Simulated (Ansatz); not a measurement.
Runs of Ansatz 0.2.0 on Si3N4. It takes space group P-43m (No. 215, cubic). The conventional cell has a = 4.131 Å, b = 4.131 Å, c = 4.131 Å, α = 90.00°, β = 90.00°, γ = 90.00°. Si (site symmetry -42m) is surrounded by 4 N at 1.77 Å. Around N (site symmetry 3m) lie 3 Si at 1.77 Å. The cell was built by a generator and needn't be a form met in nature.

| task | level | cell | k mesh | cutoff (eV) | points for each segment of the path | mesh quality | gap on the mesh (eV) | pressure (GPa) | largest force (eV/Å) |
| --- | --- | --- | --- | --- | --- | --- | --- | --- | --- |
| band structure | r2SCAN | as given | 7 × 7 × 7 | 500 | 10 | not flagged | (b) | -5.8 | 0.29 |
| single point | PBE | as given | 7 × 7 × 7 | 250 | - | not flagged | 2.69 | 1.7 | (c) |
| single point | PBE | as given | 3 × 3 × 3 | 420 | - | coarse | 2.84 | 0.0 | 0.01 |
| relaxation of cell and atoms | PBEsol+D3(BJ) | relaxed | 7 × 7 × 7 | 420 | - | not flagged | (a) | 0.0 | - |
| band structure | LDA | as given | 7 × 7 × 7 | 420 | 10 | not flagged | (d) | -9.3 | 0.31 |

Alike in all rows: potentials or basis Ansatz PAW; no spin polarisation; smearing fermi-dirac 0.05 eV.

Q: Fill in the values left out.

A: (a) 2.62; (b) 3.29; (c) 0.19; (d) 2.63.

Caveats: some runs use coarse meshes; the PAW data sets come from PBE, with cores solved anew for the run's functional, which leaves a small shift of forces and pressure (some runs); odd divisions of the mesh miss points on the zone boundary, where band edges often lie, so the gap on the mesh can be too wide (some runs); the pressure holds a Pulay correction of +39.4 GPa for the finite cutoff (some runs); the cutoff lies under the one recommended for these potentials (some runs); the plane-wave basis is chosen anew once the cell has moved, so the energies of steps on either side of that aren't comparable (some runs).

A k mesh can miss the band edges.
